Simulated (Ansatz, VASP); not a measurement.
One calculation of Ti, two programs

```xyz
2
Lattice="2.8639 0.0000 0.0000 -1.4319 2.4802 0.0000 0.0000 0.0000 4.5400" Properties=species:S:1:pos:R:3 pbc="T T T"
Ti    0.0000    1.6535    1.1350
Ti    1.4319    0.8267    3.4050
```

Alike in both runs: task single point; functional LDA; k mesh 13 × 13 × 7; occupations fermi-dirac, width 0.1 eV; no spin polarisation.

|  | VASP | Ansatz |
| --- | --- | --- |
| version | VASP 6.6.1 | Ansatz 0.2.0 |
| potentials or method | VASP PAW LDA potentials, release 64 (Ti_sv) | plane waves (800 eV) with PAW, scalar-relativistic |
| plane-wave cutoff (eV) | 520 | 800 |
| valence electrons in the cell | 24 | 24 |

|  | VASP | Ansatz | Ansatz less VASP |
| --- | --- | --- | --- |
| pressure (GPa) | -0.2 | 0.0 | +0.18 |

Ansatz warned: «pseudo_functional_mismatch».
